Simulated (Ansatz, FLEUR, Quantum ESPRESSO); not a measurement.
CdTe: 3 runs at one level of theory

```
Te Cd
1.0
     0.00000    3.20500    3.20500
     3.20500    0.00000    3.20500
     3.20500    3.20500    0.00000
Te Cd
1 1
Direct
  0.75000 0.75000 0.75000
  0.00000 0.00000 0.00000
```

Alike in all runs: task single point; functional PBE; k mesh 4 × 4 × 4; occupations fermi-dirac, width 0.05 eV; no spin polarisation; no spin-orbit coupling. Pressure is positive in compression and, in plane waves, holds the error of the finite cutoff, which Ansatz's Pulay term estimates and takes out.

| program and potentials | plane-wave cutoff (eV) | notes | band gap (eV) | pressure (GPa) |
| --- | --- | --- | --- | --- |
| Quantum ESPRESSO, SG15 PBE 1.2 | 952 | 18 valence electrons an atom on average | 0.86 | 4.67 |
| Ansatz, PAW datasets made for the crystal | 240 | 9 valence electrons an atom on average | 0.86 | 4.51 |
| FLEUR, all-electron, FLAPW | - | - | 0.86 | - |

All agree on the band gap. The pressure spans 4.51 (Ansatz, PAW datasets made for the crystal) to 4.67 GPa (Quantum ESPRESSO, SG15 PBE 1.2). Spin-orbit coupling, left out here, moves the band edges of heavy atoms. The k mesh is coarse, so the values compare programs but aren't converged.

Differences between rows come from potentials, basis sets and numerical settings, since the functional is the same but for its coding. Runs on potential files found faulty are left out.

The common gap of 0.86 eV, reproduced by the all-electron run, shows that the pseudised cores barely affect the band edges at this geometry. It lies well below the known gap of CdTe, mainly because a semilocal functional lacks the derivative discontinuity. PBE also places the Cd 4d shell too high, so its repulsion with the Te 5p states pushes the valence band edge up.

The positive pressure in both plane-wave runs means that the cell is smaller than PBE would choose, in line with the functional's usual underbinding of heavier semiconductors. This compression probably widens the gap, since the conduction band edge at the zone centre is an antibonding s-like state that rises as the bonds shorten. Relaxing the cell within PBE would therefore be expected to take the gap further from experiment. The small spread in pressure may reflect the different treatment of semicore shells or residual basis error. Agreement at a single volume doesn't establish equally close lattice constants or bulk moduli.
